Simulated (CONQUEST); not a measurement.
Crystal: BN.

```
N B
1.0
     2.63530    0.00000    0.00000
     0.00000    4.54680    0.00000
     0.00000    0.00000    6.33337
N B
4 4
Cartesian
  0.0209 0.7641 3.2142
  0.0209 3.0375 0.0475
  1.3386 0.7641 0.0475
  1.3386 3.0375 3.2142
  1.2667 2.2646 6.3276
  1.2667 4.5380 3.1610
  2.5843 2.2646 3.1610
  2.5843 4.5380 6.3276
```

The cell comes from a database or a generator and needn't be the stable form of this composition.

The cell isn't the ideal one: volume scaled by 1.15.

| Item | Value |
| --- | --- |
| Program | CONQUEST 1.3 |
| Task | relaxation of the atoms |
| Functional | LDA |
| Potentials or basis | PseudoDojo NC LDA, SZ, grid cutoff 120 Ha |
| k mesh | 6 × 4 × 3 |
| Occupations | methfessel-paxton of order 2, width 0.05 eV |
| Spin | no spin polarisation |

At the start: volume 9.49 Å³/atom.

Q: Where does the relaxation end?

A: Over 5 steps the energy falls by 60.1 meV/atom; space group Fmm2 (No. 42, to 0.05 Å).

The path:
```csv
step,energy change (eV),largest force (eV/Å)
1,0.0000,2.8339
2,-0.4180,0.8278
3,-0.4561,0.3859
4,-0.4694,0.2522
5,-0.4805,0.0256
```

Final structure:
```xyz
8
Lattice="2.6353 0.0000 0.0000 0.0000 4.5468 0.0000 0.0000 0.0000 6.3334" Properties=species:S:1:pos:R:3 pbc="T T T"
N     2.6202    0.7550    3.1874
N     2.6202    3.0284    0.0208
N     1.3026    0.7550    0.0208
N     1.3026    3.0284    3.1874
B     1.3027    2.2739    0.0209
B     1.3027    0.0005    3.1876
B     2.6203    2.2739    3.1876
B     2.6203    0.0005    0.0209
```

Caveat: the atomic basis is small; the basis of atomic orbitals isn't converged, which shifts pressures, moduli and gaps.
